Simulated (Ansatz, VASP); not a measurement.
One calculation of SnO2, two programs

```
Sn O
1.0
     3.21118    0.00000    0.00000
    -1.60559    2.78096    0.00000
     0.00000    0.00000   10.33306
Sn O
2 4
Direct
  0.00000 0.00000 0.50000
  0.00000 0.00000 0.00000
  0.66667 0.33333 0.40179
  0.66667 0.33333 0.09821
  0.33333 0.66667 0.59821
  0.33333 0.66667 0.90179
```

Alike in both runs: functional PBE; dispersion D3(BJ); k mesh 9 × 9 × 4; occupations gaussian, width 0.02 eV; no spin polarisation.

Ansatz relaxed the structure, and its values are those at the end. VASP's run is a single point on that final structure, the one shown.

```csv
,VASP,Ansatz
version,VASP 6.6.1,Ansatz 0.2.0
potentials or method,"VASP PAW PBE potentials, release 64 (Sn_d, O)","scalar-relativistic, plane waves, PAW"
plane-wave cutoff (eV),520,520
valence electrons in the cell,52,52
```

```tsv
	VASP	Ansatz	Ansatz less VASP
gap on the k mesh at the Fermi level (eV)	2.05	2.08	+0.026
least direct gap on the mesh (eV)	2.43	2.45	+0.020
pressure (GPa)	0.6	0.0	-0.56
rms of the force components (eV/Å)	0.026	0.000	-0.0255
```

Caveats: spin-orbit coupling is left out, which moves the levels of the heavy elements; an odd mesh through Γ misses points on the zone boundary, where band edges often lie.
